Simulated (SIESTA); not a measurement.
Runs of SIESTA 5.4.2 on SiO2. It takes space group I4/mmm (No. 139, tetragonal). The conventional cell has a = 8.944 Å, b = 8.944 Å, c = 5.224 Å, α = 90.00°, β = 90.00°, γ = 90.00°. Around Si (site symmetry m2m) lie 4 O at 1.60 to 1.61 Å. Around O (site symmetry m2m) lie 2 Si at 1.61 Å. Around O (site symmetry 2/m) lie 2 Si at 1.60 Å. The cell comes from a database or a generator and needn't be the stable form of this composition.

```tsv
task	level	potentials or basis	k mesh	gap on the mesh (eV)	pressure (GPa)	V0 of scaled cells (Å³/atom)	B0 (GPa)	largest force (eV/Å)
equation of state	PBEsol	PseudoDojo 0.4 standard (PBEsol files), DZP (energy shift 0.003 Ry)	4 × 4 × 4	-	-	(a)	132	-
band structure	PBEsol	PseudoDojo 0.4 standard (PBEsol files), DZP (energy shift 0.003 Ry)	6 × 6 × 6	6.64	4.5	-	-	0.39
band structure	LDA	PseudoDojo 0.4 standard (LDA files), DZP (energy shift 0.003 Ry)	6 × 6 × 6	(b)	0.9	-	-	0.20
equation of state	LDA	PseudoDojo 0.4 standard (LDA files), DZP (energy shift 0.003 Ry)	4 × 4 × 4	-	-	17.52	139	-
```

Alike in all rows: no spin polarisation; cell as given; smearing fermi-dirac 0.05 eV; grid cutoff 800 Ry; energy shift 0.003 Ry.

Question: Estimate the missing entries.

Answer: (a) 17.98; (b) 6.62.

Caveats: the basis of atomic orbitals isn't converged, which shifts pressures, moduli and gaps; the cell was scaled at fixed shape and fractional positions, which overstates the stiffness of a crystal with free parameters, most of all of layers and chains (some runs).

A k mesh can miss the band edges.

Not every run made on this cell is shown here.
